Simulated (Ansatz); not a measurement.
Working through a band structure of MgO, space group P6_3/mmc

Computed with the Ansatz DFT code, driven from Python.

Contents of `mgo.xyz`:
```text
4
Lattice="3.48637786 0.0 0.0 -1.74318893 3.0192918 0.0 0.0 0.0 4.17804122" Properties=species:S:1:pos:R:3 pbc="T T T"
Mg    1.74318895    1.00643059    3.13353091
Mg   -0.00000002    2.01286121    1.04451030
O     1.74318895    1.00643059    1.04451030
O    -0.00000002    2.01286121    3.13353091
```

Run as a notebook:

```python
import ansatz as az
import numpy as np
```

```python
xtal = az.Crystal.from_extxyz("mgo.xyz")

path = [
    ("G", (0.0, 0.0, 0.0)),
    ("M", (0.5, 0.0, 0.0)),
    ("K", (0.33333, 0.33333, 0.0)),
    ("G", (0.0, 0.0, 0.0)),
    ("A", (0.0, 0.0, 0.5)),
    ("L", (0.5, 0.0, 0.5)),
    ("H", (0.33333, 0.33333, 0.5)),
    ("A", (0.0, 0.0, 0.5)),
]
calc = (
    xtal.calculation()
    .occupations("fixed")
    .pseudopotentials("paw")
    .functional("PBEsol")
    .kpoints(mesh=(12, 12, 6))
    .basis(510)
    .scf(max_iterations=100)
    .band_structure([point for _, point in path], intervals=6)
    .scf(extra_bands=6)
)
session = calc.session()
planned = session.plan(threads=1)
outcome = planned.execute()
r = outcome.report
```

```python
[(site.symbol, site.position_frac.round(4).tolist()) for site in outcome.lattice.sites]
```

    [(<Element.MG: 'Mg'>, [0.6667, 0.3333, 0.75]), (<Element.MG: 'Mg'>, [0.3333, 0.6667, 0.25]),
     (<Element.O: 'O'>, [0.6667, 0.3333, 0.25]), (<Element.O: 'O'>, [0.3333, 0.6667, 0.75])]

```python
r["n_kpoints"], r["n_symmetry_ops"], r["n_pw"]
```

    (76, 24, 1143)

```python
{key: value for key, value in r.items() if isinstance(value, (int, float)) and "ev" in key}
```

    {'gap_by_band_count_ev': 3.3187561710808122,
     'fermi_energy_ev': 6.0844354548826605,
     'harris_foulkes_ev': -4951.492126835129,
     'free_energy_ev': -4951.49212683917,
     'internal_energy_ev': -4951.49212683917,
     'lagrangian_ev': -4951.49212683917,
     'energy_sigma0_ev': -4951.49212683917,
     'lagrangian_sigma0_ev': -4951.49212683917,
     'entropy_ts_ev': 0.0,
     'loop_fermi_energy_ev': 6.084435454886997,
     'occupations_fermi_energy_ev': 6.0844354548826605}

```python
energy = r["free_energy_ev"]
print("F of the MgO cell: {:.6f} eV = {:.6f} Ry = {:.6f} Ha".format(energy, energy / 13.605693, energy / 27.211386))
print("Fermi level {:.4f} eV, {} k-points, {} symmetry operations".format(r["fermi_energy_ev"], r["n_kpoints"], r["n_symmetry_ops"]))
```

    F of the MgO cell: -4951.492127 eV = -363.927962 Ry = -181.963981 Ha
    Fermi level 6.0844 eV, 76 k-points, 24 symmetry operations

```python
bands = outcome.band_structure()
fermi = bands.fermi_energy_ev
print(f"zero of the bands: {fermi:.3f} eV, the Fermi level found on the SCF mesh")
levels = bands.channels[0].eigenvalues_ev - fermi
filled = round(r["n_electrons"]) // 2
valence, conduction = levels[:, filled - 1], levels[:, filled]
print("k (fractions)              top valence  bottom conduction (eV)")
for k, lo, hi in zip(bands.kpoints_frac, valence, conduction):
    print(f"{k[0]:7.3f} {k[1]:7.3f} {k[2]:7.3f} {lo:12.3f} {hi:13.3f}")
print(f"on this path: least direct gap {np.min(conduction - valence):.3f} eV, least gap {conduction.min() - valence.max():.3f} eV")
```

    zero of the bands: 6.084 eV, the Fermi level found on the SCF mesh
    k (fractions)              top valence  bottom conduction (eV)
      0.000   0.000   0.000        0.000         3.319
      0.083  -0.000   0.000       -0.057         3.636
      0.167  -0.000   0.000       -0.223         4.394
      0.250  -0.000   0.000       -0.484         5.292
      0.333  -0.000   0.000       -0.564         6.111
      0.417  -0.000   0.000       -0.531         6.668
      0.500  -0.000   0.000       -0.521         6.857
      0.472   0.056   0.000       -0.548         6.878
      0.444   0.111   0.000       -0.621         6.935
      0.417   0.167   0.000       -0.718         7.010
      0.389   0.222   0.000       -0.809         7.082
      0.361   0.278   0.000       -0.869         7.133
      0.333   0.333   0.000       -0.889         7.152
      0.278   0.278   0.000       -0.837         7.045
      0.222   0.222   0.000       -0.751         6.591
      0.167   0.167   0.000       -0.628         5.725
      0.111   0.111   0.000       -0.294         4.673
      0.056   0.056   0.000       -0.076         3.733
      0.000   0.000   0.000        0.000         3.319
      0.000   0.000   0.083       -0.146         3.473
      0.000   0.000   0.167       -0.518         3.871
      0.000   0.000   0.250       -0.954         4.410
      0.000   0.000   0.333       -1.056         5.024
      0.000   0.000   0.417       -1.172         5.679
      0.000   0.000   0.500       -1.295         6.358
      0.083  -0.000   0.500       -1.211         6.429
      0.167  -0.000   0.500       -1.059         6.612
      0.250  -0.000   0.500       -0.937         6.834
      0.333  -0.000   0.500       -0.866         7.024
      0.417  -0.000   0.500       -0.834         7.145
      0.500  -0.000   0.500       -0.826         7.186
      0.472   0.056   0.500       -0.765         7.234
      0.444   0.111   0.500       -0.644         7.369
      0.417   0.167   0.500       -0.530         7.564
      0.389   0.222   0.500       -0.446         7.775
      0.361   0.278   0.500       -0.397         7.943
      0.333   0.333   0.500       -0.381         8.007
      0.278   0.278   0.500       -0.436         7.790
      0.222   0.222   0.500       -0.577         7.384
      0.167   0.167   0.500       -0.768         7.005
      0.111   0.111   0.500       -0.979         6.689
      0.056   0.056   0.500       -1.185         6.452
      0.000   0.000   0.500       -1.295         6.358
    on this path: least direct gap 3.319 eV, least gap 3.319 eV

Notes:
- Total energies depend on the potentials; only differences at equal settings carry meaning. A total without «per atom» is that of the whole cell that was run.
- Semilocal gaps usually lie well under measured ones.
- Under fixed occupations the level called the Fermi level is the highest filled one on the SCF mesh; off the mesh a filled band can lie a little above it.
- The zero of the levels is a convention of the potentials, so an absolute Fermi energy is no work function.
- This cell is a computed structure, which may not be the phase found in nature.
- Gaps and levels are Kohn-Sham values on a finite set of k-points.
- Finished in 5.2 s on 1 thread of Arm Neoverse V2, on a shared host, peak memory 0.39 GiB.
